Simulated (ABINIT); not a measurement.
Runs of ABINIT 10.8.3 (patched build) on Te2Pt (Moncheite). Symmetry: P-3m1, No. 164, trigonal system. Conventional cell: a = 4.010 Å, b = 4.010 Å, c = 5.201 Å, α = 90.00°, β = 90.00°, γ = 120.00°. Pt (site symmetry -3m) has 6 Te at 2.66 Å as nearest neighbours. Te (site symmetry 3m) has 3 Pt at 2.66 Å as nearest neighbours. 

```tsv
task	level	potentials or basis	k mesh	mesh quality	gap on the mesh (eV)	pressure (GPa)	largest force (eV/Å)
single point	PBE	JTH PAW PBE v2.0	5 × 5 × 3	coarse	none	9.9	1.02
single point	PBE	JTH PAW PBE v2.0	3 × 3 × 2	coarse	none	10.4	0.93
band structure	BLYP	JTH PAW PBE v2.0	8 × 8 × 5	not flagged	none	(a)	1.59
single point	LDA	JTH PAW LDA v2.0	10 × 10 × 6	not flagged	none	3.0	0.79
band structure	BP86	JTH PAW PBE v2.0	8 × 8 × 5	not flagged	none	(b)	1.26
single point	PBEsol	JTH PAW PBE v2.0	5 × 5 × 3	coarse	none	5.5	0.79
single point	PBE	JTH PAW PBE v2.0	10 × 10 × 6	not flagged	none	9.8	1.21
band structure	RPBE	JTH PAW PBE v2.0	8 × 8 × 5	not flagged	none	11.9	1.26
```

Alike in all rows: no spin polarisation; cell as given; cutoff (eV) 544; smearing fermi-dirac 0.05 eV.

Q: Estimate the missing entries.

A: (a) 16.8; (b) 11.0.

Caveats: some runs use coarse meshes; spin-orbit coupling is left out, which moves the levels of the heavy elements (some runs); the PAW data sets were made with another functional, which shifts forces and pressure a little (some runs); forces of over 1 eV/Å show positions far from the minimum, so gaps and moduli don't describe the material at rest (some runs); so large a pressure means that the cell lies far from this level's equilibrium, or that cutoff or potentials fall short (some runs); the potentials were made for another functional, which shifts forces and pressure (some runs).

A k mesh can miss the band edges, and the runs leave out spin-orbit coupling on Pt, Te.

A gap of «none» marks a metal or a gap under the smearing width.
